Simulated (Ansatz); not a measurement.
In doubt: masses and optical values from hybrid runs of this build are listed as unsure, which bears on the screening that GW takes from such a start.

Rows from a G0W0 calculation on CdSe (Cadmoselite) (Ansatz 0.2.0; G0W0 on HSE06, plane waves, PAW; 6×6×2 mesh, 255 empty bands, screening to 100 eV), in eV. Spin-orbit coupling is left out.

The database entry behind the starting cell differs from later determinations by our own check (inner coordinate of an old entry), so it need not match the best structure at ambient conditions.

| row | k | band | start | Σx | Σc at the solution | Vxc |
| --- | --- | --- | --- | --- | --- | --- |
| A | Γ | v1 | 6.898 | -19.661 | 1.690 | -17.780 |
| B | Γ | c1 | 8.544 | -8.716 | -3.344 | -12.164 |
| C | Γ | c2 | 9.996 | -8.109 | -3.603 | -11.856 |

Question: Give the quasiparticle energies and the shift of each level.

The quasiparticle equation reads E = start + Σx + Σc(E) − Vxc.

| row | E (eV) | shift (eV) |
| --- | --- | --- |
| A | 6.707 | −0.190 |
| B | 8.649 | +0.104 |
| C | 10.140 | +0.144 |

Limits: not at the basis limit; no spin-orbit coupling; coarse k mesh.

[Runs of the session that timed out or met a known fault of the program may be left out.]

[Cells called generated may have been cut or substituted from an entry of the Crystallography Open Database or the Materials Project.]

[Hosts, paths, dates, database ids (printed as entryN), source tags and the programs' standing remarks are cut or masked in the printed files.]
